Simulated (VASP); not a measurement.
# Y (P6_3/mmc) in VASP: notebook, part 2 of 2

VASP 6.6.1. The steps go on from the part before.

### 4 Single point, PBEsol

File INCAR:

```
SYSTEM = Y
PREC     = Accurate       ! precision mode
ENCUT    = 700            ! plane-wave cutoff, eV
EDIFF    = 1E-6           ! SCF threshold, eV
ISMEAR   = -1             ! smearing method
SIGMA    = 0.15           ! smearing width, eV
LREAL    = .FALSE.        ! projectors in reciprocal space
LASPH    = .TRUE.         ! aspherical terms in the spheres
NELM     = 100            ! most SCF steps
ALGO     = Normal         ! electronic algorithm
ISIF     = 2              ! what is computed and relaxed
LWAVE    = .FALSE.        ! write WAVECAR
LCHARG   = .FALSE.        ! write CHGCAR
GGA      = PS             ! functional
NBANDS   = 18             ! bands
ADDGRID  = .FALSE.
```

File KPOINTS:

```
Automatic mesh
0
G
  13 13 7
  0 0 0
```

File POSCAR:

```
Y
1.0
    3.6474000000      0.0000000000      0.0000000000
   -1.8237000000      3.1587410578      0.0000000000
    0.0000000000      0.0000000000      5.7306000000
Y
2
Direct
    0.6666666667      0.3333333333      0.7500000000
    0.3333333333      0.6666666667      0.2500000000
```

Potentials or basis: VASP PAW PBE potentials, release 64 (Y_sv).

Run with:

```bash
$ cat potpaw_PBE.64/Y_sv/POTCAR > POTCAR
$ mpirun -np 1 vasp_std > vasp.out
```

OUTCAR:

```text
SYSTEM = Y
   PREC = Accurate
   ENCUT = 700
   EDIFF = 1E-6
   ISMEAR = -1
   LREAL = .FALSE.
   LASPH = .TRUE.
   NELM = 100
   ISIF = 2
   GGA = PS

 Found     84 irreducible k-points:

 Following reciprocal coordinates:
            Coordinates               Weight
  0.000000  0.000000  0.000000      1.000000
  0.076923 -0.000000  0.000000      6.000000
  0.153846  0.000000  0.000000      6.000000
  0.230769 -0.000000  0.000000      6.000000
  0.307692  0.000000  0.000000      6.000000
  0.384615 -0.000000  0.000000      6.000000
   k-points           NKPTS =     84   k-points in BZ     NKDIM =     84   number of bands    NBANDS=     18
   number of dos      NEDOS =    301   number of ions     NIONS =      2
   total plane-waves  NPLWV =  51200
   dimension x,y,z NGX =    32 NGY =   32 NGZ =   50
   dimension x,y,z NGXF=    64 NGYF=   64 NGZF=  100
   ions per type =               2
   NGX,Y,Z   is equivalent  to a cutoff of  14.59, 14.59, 14.51 a.u.
   NGXF,Y,Z  is equivalent  to a cutoff of  29.17, 29.17, 29.01 a.u.
 SYSTEM =  Y
   PREC   = accura    normal or accurate (medium, high low for compatibility)
   ISTART =      0    job   : 0-new  1-cont  2-samecut
   ICHARG =      2    charge: 1-file 2-atom 10-const
   ISPIN  =      1    spin polarized calculation?
   LNONCOLLINEAR =      F non collinear calculations
   LSORBIT =      F    spin-orbit coupling
   LASPH  =      T    aspherical Exc in radial PAW
   ENCUT  =  700.0 eV  51.45 Ry    7.17 a.u.   7.87  7.87 12.36*2*pi/ulx,y,z
   NELM   =    100;   NELMIN=  2; NELMDL= -5     # of ELM steps
   EDIFF  = 0.1E-05   stopping-criterion for ELM
   LREAL  =      F    real-space projection
   EDIFFG = 0.1E-04   stopping-criterion for IOM
   NSW    =      0    number of steps for IOM
   IBRION =     -1    ionic relax: 0-MD 1-quasi-New 2-CG
   NFREE  =      0    steps in history (QN), initial steepest desc. (CG)
   ISIF   =      2    stress and relaxation
   ISYM   =      2    0-nonsym 1-usesym 2-fastsym
   POTIM  = 0.5000    time-step for ionic-motion
   TEBEG  =    0.0;   TEEND  =   0.0 temperature during run
   PSTRESS=    0.0 pullay stress
   NELECT =      22.0000    total number of electrons
   NUPDOWN=      -1.0000    fix difference up-down
   EMIN   =  10.00;   EMAX   =-10.00  energy-range for DOS
   EFERMI =   0.00;   METHOD = LEGACY
   ISMEAR =    -1;   SIGMA  =   0.15  broadening in eV -4-tet -1-fermi 0-gaus
   EFERMI_NEDOS =   21; number of points for ismear=-14 and -15
   IALGO  =     38    algorithm
   IMIX   =      4    mixing-type and parameters
     AMIX     =   0.40;   BMIX     =  1.00
     AMIX_MAG =   1.60;   BMIX_MAG =  1.00
  volume/ion in A,a.u.               =      33.01       222.77
  Fermi-wavevector in a.u.,A,eV,Ry     =   1.134967  2.144777 17.526345  1.288150
  Thomas-Fermi vector in A             =   2.271671
   LORBIT       =      0    0 simple, 1 ext, 2 COOP (PROOUT), +10 PAW based schemes
   GGA     = PS    functional components
   LHFCALC =     F    Hartree Fock is set to
   AEXX    =    0.0000 exact exchange contribution
   IVDW    =     0    specifies the selected vdW correction
   LEPSILON=     F    determine dielectric tensor
   LRPA    =     F    only Hartree local field effects (RPA)
 non-spin polarized calculation
  energy-cutoff  :      700.00
  volume of cell :       66.02
 maximum number of plane-waves:      2808
 NGX is ok and might be reduce to    32
   NGX = 15   NGY = 15   NGZ = 25

 number of electron      22.0000001 magnetization

 Free energy of the ion-electron system (eV)
  ---------------------------------------------------
  ext. energy  EPLUGINS =         0.00000000
  ---------------------------------------------------
  free energy    TOTEN  =       -13.74979642 eV

  energy without entropy =      -13.49635436  energy(sigma->0) =      -13.62307539

 E-fermi :   2.8621     XC(G=0):  -9.5132

 val. band max:        2.8610297539   @ k =   0.4615   0.0769   0.4286
 cond. band min:       2.8697587552   @ k =   0.3077   0.1538   0.4286
 fundamental gap:      0.0087290013
 Fermi energy:         2.8621322739

 k-point     1 :       0.0000    0.0000    0.0000
  band No.  band energies     occupation
      1     -39.7429      2.00000
      2     -39.6708      2.00000
      3     -20.0400      2.00000
      4     -19.5618      2.00000
      5     -19.5618      2.00000
      6     -19.4735      2.00000
[... 10 lines left out ...]
     17       5.6337      0.00000
     18       5.6337      0.00000

 k-point     2 :       0.0769   -0.0000    0.0000
  band No.  band energies     occupation
      1     -39.7400      2.00000
      2     -39.6697      2.00000
      3     -20.0295      2.00000
      4     -19.5831      2.00000
      5     -19.5691      2.00000
      6     -19.4959      2.00000
[... 10 lines left out ...]
     17       5.4640      0.00000
     18       5.5137      0.00000

 k-point     3 :       0.1538    0.0000    0.0000
  band No.  band energies     occupation
      1     -39.7318      2.00000
      2     -39.6669      2.00000
      3     -19.9994      2.00000
      4     -19.6423      2.00000
      5     -19.5887      2.00000
      6     -19.5570      2.00000
[... 10 lines left out ...]
     17       5.4718      0.00000
     18       5.6337      0.00000

 k-point     4 :       0.2308   -0.0000    0.0000
  band No.  band energies     occupation
      1     -39.7197      2.00000
      2     -39.6635      2.00000
      3     -19.9531      2.00000
      4     -19.7261      2.00000
      5     -19.6400      2.00000
      6     -19.6152      2.00000
[... 10 lines left out ...]
     17       5.9084      0.00000
     18       6.1432      0.00000

 k-point     5 :       0.3077    0.0000    0.0000
  band No.  band energies     occupation
      1     -39.7060      2.00000
      2     -39.6606      2.00000
      3     -19.8967      2.00000
      4     -19.8153      2.00000
      5     -19.7247      2.00000
      6     -19.6423      2.00000
[... 10 lines left out ...]
     17       6.4732      0.00000
     18       6.7858      0.00000

 k-point     6 :       0.3846   -0.0000    0.0000
  band No.  band energies     occupation
      1     -39.6934      2.00000
      2     -39.6596      2.00000
      3     -19.8893      2.00000
      4     -19.8392      2.00000
      5     -19.7926      2.00000
      6     -19.6642      2.00000
[... 10 lines left out ...]
     17       7.2017      0.00000
     18       7.4642      0.00000

 [... further k-points ...]

------------------------ aborting loop because EDIFF is reached ----------------------------------------

  FORCE on cell =-STRESS in cart. coord.  units (eV):
  Direction    XX          YY          ZZ          XY          YZ          ZX
  --------------------------------------------------------------------------------------
  -------------------------------------------------------------------------------------
  Total       -0.7827830     -0.7827830     -0.8395755      0.0000000      0.0000000     -0.0000000
  in kB      -18.9956631    -18.9956631    -20.3738363      0.0000000      0.0000000     -0.0000000
  external PRESSURE =     -19.4550542 kB  Pullay stress =       0.0000000 kB

 VOLUME and BASIS-vectors are now :
 -----------------------------------------------------------------------------
  energy-cutoff  :      700.00
  volume of cell :       66.02
      direct lattice vectors                 reciprocal lattice vectors
     3.647400000  0.000000000  0.000000000     0.274167900  0.158290911  0.000000000
    -1.823700000  3.158741058  0.000000000     0.000000000  0.316581822  0.000000000
     0.000000000  0.000000000  5.730600000     0.000000000  0.000000000  0.174501797

 POSITION                                       TOTAL-FORCE (eV/Angst)
 -----------------------------------------------------------------------------------
      1.82370      1.05291      4.29795        -0.000000     -0.000000      0.000000
     -0.00000      2.10583      1.43265         0.000000      0.000000      0.000000
 -----------------------------------------------------------------------------------
    total drift:                               -0.000000      0.000000     -0.000000

  FREE ENERGIE OF THE ION-ELECTRON SYSTEM (eV)
  ---------------------------------------------------
  free  energy   TOTEN  =       -13.7497964154 eV

  energy  without entropy=      -13.4963543586  energy(sigma->0) =      -13.62307539
```

Wall time 68 s (1 thread of AMD EPYC 9R45 (Zen 5), shared host); peak memory 0.29 GiB.

The run converged, but some of its settings lie outside the range that counts as converged, so its numbers aren't taken as properties of the crystal.

What came out:

- Free energy: -13.7498 eV
- Pressure: -1.9 GPa
- Band gap on the k mesh: none (metal or under the smearing width)

Caveat: the PAW data sets were made with another functional, which shifts forces and pressure a little.

### 5 The reference run

An earlier run on the cell as given: functional PBE; potentials or basis VASP PAW PBE potentials, release 64 (Y_sv); cutoff 520 eV; k mesh 8 × 8 × 5; occupations fermi-dirac, width 0.05 eV; no spin polarisation.

* Pressure: -0.2 GPa
* Band gap on the k mesh: none (metal or under the smearing width)
